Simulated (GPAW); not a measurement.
# InAs (F-43m) in GPAW: settings compared

One crystal, InAs, is run at these levels: revPBE, BLYP; tasks: band structure.

Program: GPAW 26.7.0. These are calculated values, not measurements. Logs are shortened: lines on timing, memory, paths and dates and some standing lists are left out, and cuts for length are marked. The log counts tension as positive stress, the text compression.

**The experiment to reproduce.**

From a printed reference work, data compilation, for a bulk crystal of InAs at 4.2 K: band gap 0.418 eV (direct).

The runs below are set against these values where they give the same quantity.

### Step 1. Starting point

It takes space group F-43m (No. 216, cubic). The conventional cell has a = 6.036 Å, b = 6.036 Å, c = 6.036 Å, α = 90.00°, β = 90.00°, γ = 90.00°. Around In (site symmetry -43m) lie 4 As at 2.61 Å. As (site symmetry -43m) is surrounded by 4 In at 2.61 Å.

### Step 2. Band structure, revPBE

Contents of run.py:

```python
from ase import Atoms
from ase.dft.bandgap import bandgap
from ase.io import write
from ase.units import GPa
from gpaw import GPAW, PW

atoms = Atoms(['In', 'As'],
              cell=[[0.0, 3.018, 3.018],
                    [3.018, 0.0, 3.018],
                    [3.018, 3.018, 0.0]],
              scaled_positions=[[0.0, 0.0, 0.0],
                                [0.75, 0.75, 0.75]],
              pbc=True)

calc = GPAW(mode=PW(600),
            xc='revPBE',
            kpts={'size': (8, 8, 8), 'gamma': True},
            occupations={'name': 'fermi-dirac', 'width': 0.05},
            nbands=18,
            convergence={'density': 1e-05, 'energy': 1e-05},
            maxiter=150,
            txt='gpaw.txt')
atoms.calc = calc
energy = atoms.get_potential_energy()
forces = atoms.get_forces()
stress = atoms.get_stress()
calc.write('gs.gpw')
write('result.traj', atoms)
print(f'Energy: {energy:.6f} eV')
print('Forces (eV/A):')
print(forces.round(4))
print('Stress (GPa):', (stress / GPa).round(3))
print('Fermi level:', round(calc.get_fermi_level(), 4), 'eV')
print(f'Gap: {bandgap(calc)[0]:.4f} eV, direct: {bandgap(calc, direct=True)[0]:.4f} eV')

path = atoms.cell.bandpath('GXWKGLUWLK,UX', npoints=100, eps=1e-4)
bs_calc = calc.fixed_density(kpts=path, symmetry='off', nbands=30,
                             convergence={'bands': 'CBM+6.0', 'eigenstates': 1e-6}, txt='bands.txt')
bs = bs_calc.band_structure()
bs.write('bs.json')
print(f'Gap on the path: {bandgap(bs_calc)[0]:.4f} eV')
```

Potentials or basis: the program's PAW data sets (release 1.2.1) made for this functional, pw.

Command:

```console
> OMP_NUM_THREADS=1 python run.py
```

gpaw.txt:

```text
__  _  _
 | _ |_)|_||  |
 |__||  | ||/\| - 26.7.0

Input parameters:
  mode=PW(ecut=600.0),
  convergence={'density': 1e-05, 'energy': 1e-05},
  kpts=MonkhorstPack(size=(8, 8, 8), gamma=True),
  maxiter=150,
  nbands=18,
  occupations=Occupations(name='fermi-dirac', width=0.05),
  xc=XC(name='revPBE')

Diagonalizing LCAO Hamiltonian
Converting LCAO to pw mode

                     As

       In

Atoms  # Å, Bohr magnetons
|   | symbol |        x |        y |        z |    initial magnetic moments |
|---|--------|----------|----------|----------|-----------------------------|
| 0 |     In | 0.000000 | 0.000000 | 0.000000 | ( 0.0000,  0.0000,  0.0000) |
| 1 |     As | 4.527000 | 4.527000 | 4.527000 | ( 0.0000,  0.0000,  0.0000) |

Unit cell  # Å
| periodic |        x |        y |        z |  lengths |    angles |
|----------|----------|----------|----------|----------|-----------|
|      yes | 0.000000 | 3.018000 | 3.018000 | 4.268097 | 60.000000 |
|      yes | 3.018000 | 0.000000 | 3.018000 | 4.268097 | 60.000000 |
|      yes | 3.018000 | 3.018000 | 0.000000 | 4.268097 | 60.000000 |

Number of symmetries: 24
Symmetry operations  # r_c * U_cc + t_c -> r_c
|    | kind |            matrix            |
|----|------|------------------------------|
|  0 |  E   |  1, 0, 0,  0, 1, 0,  0, 0, 1 |
|  1 |  σ   |  1, 0, 0,  0, 0, 1,  0, 1, 0 |
|  2 |  σ   |  1, 0,-1,  0, 1,-1,  0, 0,-1 |
|  3 |  C3  |  1, 0,-1,  0, 0,-1,  0, 1,-1 |
|  4 |  C3  |  1,-1, 0,  0,-1, 1,  0,-1, 0 |
|  5 |  σ   |  1,-1, 0,  0,-1, 0,  0,-1, 1 |
|  6 |  σ   |  0, 1, 0,  1, 0, 0,  0, 0, 1 |
|  7 |  C3  |  0, 1, 0,  0, 0, 1,  1, 0, 0 |
|  8 |  C2  |  0, 1,-1,  1, 0,-1,  0, 0,-1 |
|  9 |  S4  |  0, 1,-1,  0, 0,-1,  1, 0,-1 |
| 10 |  C3  |  0, 0, 1,  1, 0, 0,  0, 1, 0 |
| 11 |  σ   |  0, 0, 1,  0, 1, 0,  1, 0, 0 |
| 12 |  S4  |  0, 0,-1,  1, 0,-1,  0, 1,-1 |
| 13 |  C3  |  0, 0,-1,  0, 1,-1,  1, 0,-1 |
| 14 |  S4  |  0,-1, 1,  1,-1, 0,  0,-1, 0 |
| 15 |  C2  |  0,-1, 1,  0,-1, 0,  1,-1, 0 |
| 16 |  C3  |  0,-1, 0,  1,-1, 0,  0,-1, 1 |
| 17 |  S4  |  0,-1, 0,  0,-1, 1,  1,-1, 0 |
| 18 |  S4  | -1, 1, 0, -1, 0, 1, -1, 0, 0 |
| 19 |  C3  | -1, 1, 0, -1, 0, 0, -1, 0, 1 |
| 20 |  C3  | -1, 0, 1, -1, 1, 0, -1, 0, 0 |
| 21 |  S4  | -1, 0, 1, -1, 0, 0, -1, 1, 0 |
| 22 |  σ   | -1, 0, 0, -1, 1, 0, -1, 0, 1 |
| 23 |  C2  | -1, 0, 0, -1, 0, 1, -1, 1, 0 |

BZ-sampling:
  Number of BZ points: 512
  Number of IBZ points: 29

  Monkhorst-Pack size: [8, 8, 8]
  Monkhorst-Pack shift: [0.0625, 0.0625, 0.0625]

K-points  # in reciprocal-cell coordinates
|     |                                coordinates |     weight |
|-----|--------------------------------------------|------------|
|   0 | (  0.00000000,   0.00000000,   0.00000000) | 0.00195312 |
|   1 | (  0.12500000,   0.12500000,   0.00000000) | 0.01171875 |
|   2 | (  0.12500000,   0.12500000,   0.12500000) | 0.01562500 |
|   3 | (  0.25000000,   0.12500000,   0.12500000) | 0.02343750 |
|   4 | (  0.25000000,   0.25000000,   0.00000000) | 0.01171875 |
|   5 | (  0.25000000,   0.25000000,   0.12500000) | 0.04687500 |
|   6 | (  0.25000000,   0.25000000,   0.25000000) | 0.01562500 |
|   7 | (  0.37500000,   0.25000000,  -0.37500000) | 0.04687500 |
|   8 | (  0.37500000,   0.25000000,   0.12500000) | 0.04687500 |
|   9 | (  0.37500000,   0.25000000,   0.25000000) | 0.04687500 |
| ... |                                            |            |
|  28 | (  0.50000000,   0.50000000,   0.50000000) | 0.00781250 |

Plane wave coefficients: 1856
Cutoff: 600.0 eV

Spin-components: 1 (collinear spins)
Bands:           18
Projectors:      11
Spin-degeneracy: 2
Datatype:        complex128

Parallelization:
  kpt:    1
  domain: 1
  band:   1

Density:
  Valence electrons: 18.0
  Components: 1
  Grid points: [25 25 25]
  Charge: 0.0  # |e|

Potential:
  Grid points: [25 25 25]

species:
  In:
    name:    Indium
    Z:       49.0
    valence: 13
    core:    36
    charge:  0.0  # [|e|]
    compensation charges:
      type: gauss
      rc: 0.36  # [Å]
      lmax: 2
    cutoffs:
      filter: 2.09  # [Å]
      core: 2.48  # [Å]
    projectors
    | kind |    occ | energy [eV] | rcut [Å] |
    |------|--------|-------------|----------|
    |   5s |  2.000 |      -8.129 |    1.185 |
    |   5p |  1.000 |      -2.456 |    1.244 |
    |   4d | 10.000 |     -18.611 |    1.148 |
    |    s |        |      19.083 |    1.185 |
    |    p |        |      24.755 |    1.244 |
    |    d |        |       8.601 |    1.148 |

    Using partial waves for In as LCAO basis

  As:
    name:    Arsenic
    Z:       33.0
    valence: 5
    core:    28
    charge:  0.0  # [|e|]
    compensation charges:
      type: gauss
      rc: 0.33  # [Å]
      lmax: 2
    cutoffs:
      filter: 1.87  # [Å]
      core: 2.96  # [Å]
    projectors
    | kind |    occ | energy [eV] | rcut [Å] |
    |------|--------|-------------|----------|
    |   4s |  2.000 |     -14.425 |    1.058 |
    |   4p |  3.000 |      -5.155 |    1.058 |
    |    s |        |      12.786 |    1.058 |
    |    p |        |      22.056 |    1.058 |
    |    d |        |       0.000 |    1.058 |

    Using partial waves for As as LCAO basis

Reference energy: -221489.167599  # eV

eigensolver:
  PPCG
  Converge bands: occupied
  niter=2

density mixing:
  MSR1-Mixer
  Pratt-step length: 0.05
  Maximum mixing coefficient: 0.75
  Old densities: 10
  SVD Regularization: 0.005
  Good broyden scale: 1.0
  Trust region scale: 1.0
  Backstep threshold: 4.0
  History deletion threshold: 6.0
  Fourier metric: weight=20.0, sigma=0.015

occupation numbers:
  Fermi-Dirac:
    width: 0.0500  # eV

poisson solver:
  ecut: 4800.0  # eV

xc functional:
  name: revPBE with 2 nearest neighbor stencil

convergence criteria:
- Maximum integral of absolute [dens]ity change: 1e-05 electrons / valence electron
- Maximum [total energy] change in last 3 cyles: 1e-05 eV / valence electron
- Maximum integral of absolute [eigenst]ate change: 4e-08 eV^2 / valence electron
maximum number of iterations: 150

SCF iterations
|iter     | |      energy | eigst |  dens |
|---------|-|-------------|-------|-------|
|iter:   1| |   -7.497461 | -0.35 |       |
|iter:   2| |   -7.454188 | -2.35 | -1.17 |
|iter:   3| |   -7.296381 | -1.91 | -1.21 |
|iter:   4| |   -7.299650 | -3.25 | -1.80 |
|iter:   5| |   -7.300144 | -4.03 | -2.31 |
|iter:   6| |   -7.300193 | -5.50 | -3.08 |
|iter:   7| |   -7.300200c| -6.44 | -3.50 |
|iter:   8| |   -7.300200c| -7.86c| -4.51 |
|iter:   9| |   -7.300200c| -7.85c| -5.10c|

Converged in 9 steps
Energy contributions relative to reference atoms: (reference = -221489.167599)

Energy contributions:
  Kinetic:          28.158096
  Coulomb:         -25.731737
  Zero:              0.142881
  External:          0.000000
  Xc:               -9.869158
  Entropy:          -0.000563
  Spinorbit:         0.000000
  ----------------------------
  Free energy:      -7.300481
  Extrapolated:     -7.300200

dipole moment: (-17.089092, -17.089092, -17.089092)  # |e|*Ang

Fermi level: 5.036
Eigenvalues  # (at kpt = [0.000, 0.000, 0.000])
| band index |      eig [eV] | occ [0-2] |
|------------|---------------|-----------|
|          0 |        -9.347 |     2.000 |
|        ... |               |           |
|          2 |        -9.347 |     2.000 |
|          3 |        -9.220 |     2.000 |
|          4 |        -9.220 |     2.000 |
|          5 |        -6.880 |     2.000 |
|          6 |         4.917 |     1.831 |
|          7 |         4.983 |     1.485 |
|          8 |         4.983 |     1.485 |
|          9 |         4.983 |     1.485 |
|         10 |         8.906 |     0.000 |
|         11 |         8.906 |     0.000 |
|         12 |         8.906 |     0.000 |
|         13 |        12.707 |     0.000 |
|         14 |        14.706 |     0.000 |
|         15 |        14.706 |     0.000 |
|         16 |        15.564 |     0.000 |
|         17 |        15.564 |     0.000 |

No gap
No difference between direct/indirect transitions

Forces  # eV/Ang
|        x |       y |        z |
|----------|---------|----------|
|  0.00000 | 0.00000 |  0.00000 |  # In   0
| -0.00000 | 0.00000 | -0.00000 |  # As   1

Stress tensor  # eV/Ang^3
|         x |         y |         z |
|-----------|-----------|-----------|
| -0.033256 | -0.000000 |  0.000000 |
| -0.000000 | -0.033256 |  0.000000 |
|  0.000000 |  0.000000 | -0.033256 |

# Writing to gs.gpw (mode='')
```

Run time: 58 s. Hardware: 1 thread of Arm Neoverse V1, shared host; peak memory 0.31 GiB.

Results:

```
Free energy             : -7.3005 eV
Pressure                : 5.3 GPa
Band gap along the path : none (metal or under the smearing width)
```

Levels at the corners of the path, in eV from the Fermi level:
```tsv
point	band 6	band 7	band 8	band 9	band 10	band 11	band 12	band 13
Γ	-11.92	-0.12	-0.05	-0.05	-0.05	3.87	3.87	3.87
X	-9.88	-5.88	-2.39	-2.39	1.57	2.08	9.28	9.30
W	-9.82	-5.74	-3.01	-2.93	4.22	4.31	5.02	6.11
K	-9.89	-5.74	-3.33	-2.02	2.13	4.29	7.35	7.41
Γ	-11.92	-0.12	-0.05	-0.05	-0.05	3.87	3.87	3.87
L	-10.43	-5.81	-1.05	-1.05	0.99	4.66	4.66	6.94
U	-9.89	-5.74	-3.33	-2.02	2.13	4.29	7.35	7.41
W	-9.82	-5.74	-3.01	-2.93	4.22	4.31	5.02	6.11
L	-10.43	-5.81	-1.05	-1.05	0.99	4.66	4.66	6.94
K	-9.89	-5.74	-3.33	-2.02	2.13	4.29	7.35	7.41
U	-9.89	-5.74	-3.33	-2.02	2.13	4.29	7.35	7.41
X	-9.88	-5.88	-2.39	-2.39	1.57	2.08	9.28	9.30
```

Caveat: spin-orbit coupling is left out, which moves the levels of the heavy elements; this crystal is a semiconductor, whose small gap the functional closes, so the metal is an error of the method.

### Step 3. Band structure, BLYP

Changes to run.py since step 2:

```diff
@@ -4,3 +4,5 @@
 from ase.units import GPa
-from gpaw import GPAW, PW
+from gpaw import GPAW, PW, setup_paths
+
+setup_paths.insert(0, '.')
 
@@ -15,3 +17,3 @@
 calc = GPAW(mode=PW(600),
-            xc='revPBE',
+            xc='BLYP',
             kpts={'size': (8, 8, 8), 'gamma': True},
@@ -20,2 +22,3 @@
             convergence={'density': 1e-05, 'energy': 1e-05},
+            eigensolver='davidson',
             maxiter=150,
@@ -35,3 +38,3 @@
 
-path = atoms.cell.bandpath('GXWKGLUWLK,UX', npoints=100, eps=1e-4)
+path = atoms.cell.bandpath('GXWKGLUWLK,UX', npoints=60, eps=1e-4)
 bs_calc = calc.fixed_density(kpts=path, symmetry='off', nbands=30,
```

Potentials or basis: PAW data sets generated in the run's folder for this functional, pw.

Command:

```console
> gpaw-setup -f BLYP As In
> OMP_NUM_THREADS=1 python run.py
```

gpaw.txt:

```text
__  _  _
 | _ |_)|_||  |
 |__||  | ||/\| - 26.7.0

Input parameters:
  mode=PW(ecut=600.0),
  convergence={'density': 1e-05, 'energy': 1e-05},
  eigensolver=Davidson(niter=2),
  kpts=MonkhorstPack(size=(8, 8, 8), gamma=True),
  maxiter=150,
  nbands=18,
  occupations=Occupations(name='fermi-dirac', width=0.05),
  xc=XC(name='BLYP')

Diagonalizing LCAO Hamiltonian
Converting LCAO to pw mode

                     As

       In

Atoms  # Å, Bohr magnetons
|   | symbol |        x |        y |        z |    initial magnetic moments |
|---|--------|----------|----------|----------|-----------------------------|
| 0 |     In | 0.000000 | 0.000000 | 0.000000 | ( 0.0000,  0.0000,  0.0000) |
| 1 |     As | 4.527000 | 4.527000 | 4.527000 | ( 0.0000,  0.0000,  0.0000) |

Unit cell  # Å
| periodic |        x |        y |        z |  lengths |    angles |
|----------|----------|----------|----------|----------|-----------|
|      yes | 0.000000 | 3.018000 | 3.018000 | 4.268097 | 60.000000 |
|      yes | 3.018000 | 0.000000 | 3.018000 | 4.268097 | 60.000000 |
|      yes | 3.018000 | 3.018000 | 0.000000 | 4.268097 | 60.000000 |
[... 176 lines left out ...]
Energy contributions relative to reference atoms: (reference = -221506.370289)

Energy contributions:
  Kinetic:          32.599445
  Coulomb:         -29.663386
  Zero:              0.112460
  External:          0.000000
  Xc:               -9.604975
  Entropy:          -0.000538
  Spinorbit:         0.000000
  ----------------------------
  Free energy:      -6.556995
  Extrapolated:     -6.556726

dipole moment: (-17.267635, -17.267635, -17.267635)  # |e|*Ang

Fermi level: 5.364
Eigenvalues  # (at kpt = [0.000, 0.000, 0.000])
| band index |      eig [eV] | occ [0-2] |
|------------|---------------|-----------|
|          0 |        -9.038 |     2.000 |
|        ... |               |           |
|          2 |        -9.038 |     2.000 |
|          3 |        -8.905 |     2.000 |
|          4 |        -8.905 |     2.000 |
|          5 |        -6.624 |     2.000 |
|          6 |         5.014 |     1.998 |
|          7 |         5.317 |     1.441 |
[... 8 lines left out ...]
|         16 |        15.987 |     0.000 |
|         17 |        15.988 |     0.000 |

No gap
No difference between direct/indirect transitions

Forces  # eV/Ang
|        x |        y |       z |
|----------|----------|---------|
| -0.00000 | -0.00000 | 0.00000 |  # In   0
|  0.00000 |  0.00000 | 0.00000 |  # As   1

Stress tensor  # eV/Ang^3
|         x |         y |         z |
|-----------|-----------|-----------|
| -0.044928 | -0.000000 |  0.000000 |
| -0.000000 | -0.044928 |  0.000000 |
|  0.000000 |  0.000000 | -0.044928 |

# Writing to gs.gpw (mode='')
```

stdout:

```text
Energy: -6.556726 eV
Forces (eV/A):
[[-0. -0.  0.]
 [ 0.  0.  0.]]
Stress (GPa): [-7.198 -7.198 -7.198  0.     0.    -0.   ]
Fermi level: 5.3644 eV
Gap: 0.0000 eV, direct: 0.0000 eV
Gap on the path: 0.0000 eV
```

It took 44 s on 1 thread of Arm Neoverse V1, shared host; peak memory 0.26 GiB.

What came out:

```
Free energy             : -6.5570 eV
Pressure                : 7.2 GPa
Band gap along the path : none (metal or under the smearing width)
```

Levels at the corners of the path, in eV from the Fermi level:
| point | band 7 | band 8 | band 9 | band 10 | band 11 | band 12 |
| --- | --- | --- | --- | --- | --- | --- |
| Γ | -0.35 | -0.05 | -0.05 | -0.05 | 3.86 | 3.86 |
| X | -5.94 | -2.37 | -2.37 | 1.62 | 2.08 | 9.18 |
| W | -5.81 | -2.97 | -2.90 | 4.11 | 4.38 | 4.97 |
| K | -5.81 | -3.29 | -2.00 | 2.14 | 4.26 | 7.31 |
| Γ | -0.35 | -0.05 | -0.05 | -0.05 | 3.86 | 3.86 |
| L | -5.84 | -1.05 | -1.05 | 0.88 | 4.68 | 4.68 |
| U | -5.81 | -3.29 | -2.00 | 2.14 | 4.26 | 7.31 |
| W | -5.81 | -2.97 | -2.90 | 4.11 | 4.38 | 4.97 |
| L | -5.84 | -1.05 | -1.05 | 0.88 | 4.68 | 4.68 |
| K | -5.81 | -3.29 | -2.00 | 2.14 | 4.26 | 7.31 |
| U | -5.81 | -3.29 | -2.00 | 2.14 | 4.26 | 7.31 |
| X | -5.94 | -2.37 | -2.37 | 1.62 | 2.08 | 9.18 |

Caveat: spin-orbit coupling is left out, which moves the levels of the heavy elements; this crystal is a semiconductor, whose small gap the functional closes, so the metal is an error of the method.

### Step 4. Against experiment

Step 2. Against the measured gap of InAs, 0.418 eV (direct; 4.2 K; a printed reference work, data compilation), the calculated 0.00 eV is off by -0.42 eV. Spin-orbit coupling on As, In is left out. The value is that of revPBE, without temperature or zero-point motion. Semilocal functionals fall short of measured gaps as a rule.

Step 3. Measured gap of InAs: 0.418 eV (direct; 4.2 K; a printed reference work, data compilation). This calculation gives 0.00 eV (-0.42 eV). Spin-orbit coupling on As, In is left out. The value is that of BLYP, without temperature or zero-point motion. Semilocal functionals fall short of measured gaps as a rule.
